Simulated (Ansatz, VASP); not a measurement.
SiC: VASP beside Ansatz

INCAR

```
PREC = Accurate ; ENCUT = 520
EDIFF = 1E-8 ; ISMEAR = -1
SIGMA = 0.08 ; LREAL = F
LASPH = T ; NELM = 60
ALGO = Normal ; ISIF = 2
LWAVE = F ; LCHARG = F
GGA = PS ; LEFG = T
NBANDS = 16
```

Contents of KPOINTS:

```
Automatic mesh
0
Gamma
  15 15 8
```

File POSCAR:

```
SiC
1.0
    3.0759982064      0.0000000000      0.0000000000
   -1.5379991032      2.6638925888      0.0000000000
    0.0000000000      0.0000000000      4.9975200000
Si C
2 2
Direct
    0.3333333333      0.6666666667      0.0000000000
    0.6666666667      0.3333333333      0.5000000000
    0.3333333333      0.6666666667      0.3850000000
    0.6666666667      0.3333333333      0.8850000000
```

Input for Ansatz:

```yaml
crystal:
  lattice:
    - [3.0759982064, 0.0, 0.0]
    - [-1.5379991032, 2.6638925888, 0.0]
    - [0.0, 0.0, 4.99752]
  atoms:
    - { symbol: Si, position: [0.3333333333, 0.6666666667, 0.0] }
    - { symbol: Si, position: [0.6666666667, 0.3333333333, 0.5] }
    - { symbol: C, position: [0.3333333333, 0.6666666667, 0.385] }
    - { symbol: C, position: [0.6666666667, 0.3333333333, 0.885] }
kpoints:
  mp_grid: { grid: [15, 15, 8] }
scf:
  occupations: { method: fermi_dirac, width: 0.08 }
hamiltonian:
  xc: pbesol
  pseudopotentials: { kind: paw }
output:
  forces: true
  stress: true
  eigenvalues: true
  efg: { contact_densities: true }
  write_density: true
  write_potential: true
  elf: true
  volumetric_format: npy
```

Change from the starting cell: zz strain of -1 %, PAW files.

Alike in both runs: task electric field gradients; functional PBEsol; k mesh 15 × 15 × 8; occupations fermi-dirac, width 0.08 eV; no spin polarisation.

|  | VASP | Ansatz |
| --- | --- | --- |
| version | VASP 6.6.1 | Ansatz 0.2.0 |
| potentials or method | VASP PAW PBE potentials, release 64 (Si, C) | PAW with Ansatz's default frozen-core files, scalar-relativistic |
| plane-wave cutoff (eV) | 520 | 420 |
| valence electrons in the cell | 16 | 16 |

Ansatz gave:

* pressure (GPa): 2.3
* rms of the force components (eV/Å): 0.391
* Vzz of the field gradient on the site that differs most (V/Å²): 1.0

Q: Estimate VASP's values.

A: Pressure (GPa): 2.7; rms of the force components (eV/Å): 0.392; Vzz of the field gradient on the site that differs most (V/Å²): 1.5.

Atom by atom the forces differ by 0.001 eV/Å (rms over components).

Caveats: the PAW data sets were made with another functional, which shifts forces and pressure a little (VASP); an odd mesh through Γ misses points on the zone boundary, where band edges often lie.
